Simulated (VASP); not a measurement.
# Ti (P-1) in VASP: single point with PBE

Aim: the single point of Ti with PBE.

Everything below comes from runs of VASP 6.6.1. Logs are shortened: lines on timing, memory, paths and dates and some standing lists are left out, and cuts for length are marked.

### Step 1. Starting point

The typed cell holds 1 atom: a = 3.172 Å, b = 3.144 Å, c = 3.271 Å, α = 106.64°, β = 109.54°, γ = 109.89°.

The cell was built by a generator and needn't be a form met in nature.

### Step 2. Single point, PBE

Contents of INCAR:

```
SYSTEM = Ti
ALGO     = Fast           ! electronic algorithm
EDIFF    = 1E-6           ! SCF threshold, eV
ENCUT    = 520            ! plane-wave cutoff, eV
GGA      = PE             ! functional
ISIF     = 2              ! what is computed and relaxed
ISMEAR   = -1             ! smearing method
LASPH    = .TRUE.         ! aspherical terms in the spheres
LCHARG   = .TRUE.         ! write CHGCAR
LELF     = .TRUE.         ! ELF
LREAL    = .FALSE.        ! projectors in reciprocal space
LVHAR    = .TRUE.       
LWAVE    = .FALSE.        ! write WAVECAR
NBANDS   = 12             ! bands
NELM     = 80             ! most SCF steps
PREC     = Accurate       ! precision mode
SIGMA    = 0.1            ! smearing width, eV
```

Contents of KPOINTS:

```
Automatic mesh
0
Gamma
  7 7 6
  0.5 0 0.5
```

Contents of POSCAR:

```
Ti
1.0
   -1.8515870000      1.8156300000      1.8259640000
    1.8612420000     -1.7813640000      1.8013540000
    1.9701850000      1.8999630000     -1.7916980000
Ti
1
Direct
    0.0107690000      0.0005470000      0.0084820000
```

Potentials or basis: VASP PAW PBE potentials, release 64 (Ti_sv).

On the command line:

```sh
> cat potpaw_PBE.64/Ti_sv/POTCAR > POTCAR
> mpirun -np 1 vasp_std > vasp.out
```

OUTCAR:

```text
SYSTEM = Ti
   EDIFF = 1E-6
   ENCUT = 520
   GGA = PE
   ISIF = 2
   ISMEAR = -1
   LASPH = .TRUE.
   LREAL = .FALSE.
   NELM = 80
   PREC = Accurate

 ion  position               nearest neighbor table
   1  0.011  0.001  0.008-

  LATTYP: Found a triclinic cell.
 ALAT       =     3.3212210156
 B/A-ratio  =     1.1541762131
 C/A-ratio  =     1.0922165908
 COS(alpha) =     0.0054714685
 COS(beta)  =     0.5597556654
 COS(gamma) =     0.6152416788

  Lattice vectors:

 A1 = (  -1.9798400000,  -1.9342290000,  -1.8356200000)
 A2 = (  -3.8314270000,  -0.1185990000,  -0.0096560000)
 A3 = (  -0.0096550000,  -0.0342660000,  -3.6273180000)

Analysis of symmetry for initial positions (statically):
=====================================================================
 Subroutine PRICEL returns:
 Original cell was already a primitive cell.

 Routine SETGRP: Setting up the symmetry group for a
 triclinic supercell.

 Subroutine GETGRP returns: Found  2 space group operations
 (whereof  1 operations were pure point group operations)
 out of a pool of  2 trial point group operations.

The static configuration has the point symmetry C_1 .
 The point group associated with its full space group is S_2 .

Analysis of symmetry for dynamics (positions and initial velocities):
=====================================================================
 Subroutine PRICEL returns:
 Original cell was already a primitive cell.

 Routine SETGRP: Setting up the symmetry group for a
 triclinic supercell.

 Subroutine GETGRP returns: Found  2 space group operations
 (whereof  1 operations were pure point group operations)
 out of a pool of  2 trial point group operations.

The dynamic configuration has the point symmetry C_1 .
 The point group associated with its full space group is S_2 .

 Subroutine INISYM returns: Found  2 space group operations
 (whereof  1 operations are pure point group operations),
 and found     1 'primitive' translations

----------------------------------------------------------------------------------------

                                     Primitive cell

  volume of cell :      25.7914

  direct lattice vectors                    reciprocal lattice vectors
    -1.851587000  1.815630000  1.825964000    -0.008950257  0.266902326  0.273188273
     1.861242000 -1.781364000  1.801354000     0.260642118 -0.010856416  0.275094576
     1.970185000  1.899963000 -1.791698000     0.252925367  0.261091874 -0.003139666
[... 84 lines left out ...]
   EDIFFG = 0.1E-04   stopping-criterion for IOM
   NSW    =      0    number of steps for IOM
   IBRION =     -1    ionic relax: 0-MD 1-quasi-New 2-CG
   NFREE  =      0    steps in history (QN), initial steepest desc. (CG)
   ISIF   =      2    stress and relaxation
   ISYM   =      2    0-nonsym 1-usesym 2-fastsym
   POTIM  = 0.5000    time-step for ionic-motion
   TEBEG  =    0.0;   TEEND  =   0.0 temperature during run
   PSTRESS=    0.0 pullay stress
   NELECT =      12.0000    total number of electrons
   NUPDOWN=      -1.0000    fix difference up-down
   EMIN   =  10.00;   EMAX   =-10.00  energy-range for DOS
   EFERMI =   0.00;   METHOD = LEGACY
   ISMEAR =    -1;   SIGMA  =   0.10  broadening in eV -4-tet -1-fermi 0-gaus
   EFERMI_NEDOS =   21; number of points for ismear=-14 and -15
   IALGO  =     68    algorithm
   IMIX   =      4    mixing-type and parameters
     AMIX     =   0.40;   BMIX     =  1.00
     AMIX_MAG =   1.60;   BMIX_MAG =  1.00
  volume/ion in A,a.u.               =      25.79       174.05
  Fermi-wavevector in a.u.,A,eV,Ry     =   1.268558  2.397227 21.895027  1.609239
  Thomas-Fermi vector in A             =   2.401646
   LORBIT       =      0    0 simple, 1 ext, 2 COOP (PROOUT), +10 PAW based schemes
   GGA     = PE    functional components
   LHFCALC =     F    Hartree Fock is set to
   AEXX    =    0.0000 exact exchange contribution
   IVDW    =     0    specifies the selected vdW correction
   LEPSILON=     F    determine dielectric tensor
   LRPA    =     F    only Hartree local field effects (RPA)
 non-spin polarized calculation
 RMM-DIIS sequential band-by-band and
  energy-cutoff  :      520.00
  volume of cell :       25.79
 maximum number of plane-waves:       705
   NGX = 11   NGY = 11   NGZ = 13

 number of electron      11.9999997 magnetization

 Free energy of the ion-electron system (eV)
  ---------------------------------------------------
  ext. energy  EPLUGINS =         0.00000000
  ---------------------------------------------------
  free energy    TOTEN  =        -7.03330353 eV

  energy without entropy =       -6.91448245  energy(sigma->0) =       -6.97389299

 E-fermi :   4.6066     XC(G=0):  -9.7557

 val. band max:        4.6012715482   @ k =  -0.3571  -0.1429   0.4167
 cond. band min:       4.6081855695   @ k =   0.3571   0.1429   0.0833
 fundamental gap:      0.0069140213
 Fermi energy:         4.6065627530

 k-point     1 :       0.0714   -0.0000    0.0833
  band No.  band energies     occupation
      1     -52.6891      2.00000
      2     -28.8567      2.00000
      3     -28.8131      2.00000
      4     -28.7716      2.00000
      5       0.0463      2.00000
      6       4.9234      0.08075
      7       5.0469      0.02418
      8       5.6566      0.00006
      9       6.1744      0.00000
     10       6.3747      0.00000
     11      16.8449      0.00000
     12      18.3957      0.00000
[... 331 lines left out ...]
 k-point    24 :       0.3571    0.4286    0.0833
  band No.  band energies     occupation
      1     -52.6632      2.00000
      2     -28.9500      2.00000
      3     -28.8880      2.00000
      4     -28.8388      2.00000
      5       3.3979      1.99999
      6       4.4438      1.67171
      7       4.6871      0.61759
      8       6.1218      0.00000
      9       6.3166      0.00000
     10       8.1404      0.00000
     11      10.2435      0.00000
     12      13.2609      0.00000

 [... further k-points ...]
[... 5 lines left out ...]
  --------------------------------------------------------------------------------------
  -------------------------------------------------------------------------------------
  Total       -3.1158556     -3.2026599     -3.2712031     -0.1757888     -0.0555248     -0.0270026
  in kB     -193.5588441   -198.9511786   -203.2091214    -10.9201049     -3.4492320     -1.6774149
  external PRESSURE =    -198.5730480 kB  Pullay stress =       0.0000000 kB

 VOLUME and BASIS-vectors are now :
 -----------------------------------------------------------------------------
  energy-cutoff  :      520.00
  volume of cell :       25.79
      direct lattice vectors                 reciprocal lattice vectors
    -1.851587000  1.815630000  1.825964000    -0.008950257  0.266902326  0.273188273
     1.861242000 -1.781364000  1.801354000     0.260642118 -0.010856416  0.275094576
     1.970185000  1.899963000 -1.791698000     0.252925367  0.261091874 -0.003139666

 POSITION                                       TOTAL-FORCE (eV/Angst)
 -----------------------------------------------------------------------------------
     -0.00221      0.03469      0.00545        -0.000000      0.000000      0.000000
 -----------------------------------------------------------------------------------
    total drift:                               -0.000000     -0.000001      0.000012

  FREE ENERGIE OF THE ION-ELECTRON SYSTEM (eV)
  ---------------------------------------------------
  free  energy   TOTEN  =        -7.0333035277 eV

  energy  without entropy=       -6.9144824495  energy(sigma->0) =       -6.97389299
```

stdout:

```text
POSCAR found type information on POSCAR Ti
 POSCAR found :  1 types and       1 ions
 scaLAPACK will be used
 LDA part: xc-table for (Slater+PW92), standard interpolation
 POSCAR, INCAR and KPOINTS ok, starting setup
 FFT: planning ... GRIDC
 FFT: planning ... GRID_SOFT
 FFT: planning ... GRID
 WAVECAR not read
 entering main loop
WARNING in EDDRMM: call to ZHEGV failed, returncode =   8  4      9
```

It took 39 s on 1 thread of Intel Xeon Platinum 8488C (Sapphire Rapids), shared host; peak memory 0.16 GiB.

What came out:

* Free energy: -7.0333 eV
* Pressure: -19.9 GPa
* Band gap on the k mesh: none (metal or under the smearing width)

Stress tensor (GPa, compression positive):
```
-19.36  -1.09  -0.17
 -1.09 -19.90  -0.34
 -0.17  -0.34 -20.32
```

Levels at points of the mesh, in eV from the Fermi level:
```
           k point  band 3  band 4  band 5  band 6  band 7  band 8  band 9  band 10
(0.07, 0.00, 0.08)  -33.42  -33.38   -4.56    0.32    0.44    1.05    1.57     1.77
```

Caveat: the k mesh is coarse (spacing up to 0.38 Å⁻¹), so the values aren't converged; so large a pressure means that the cell lies far from this level's equilibrium, or that cutoff or potentials fall short.
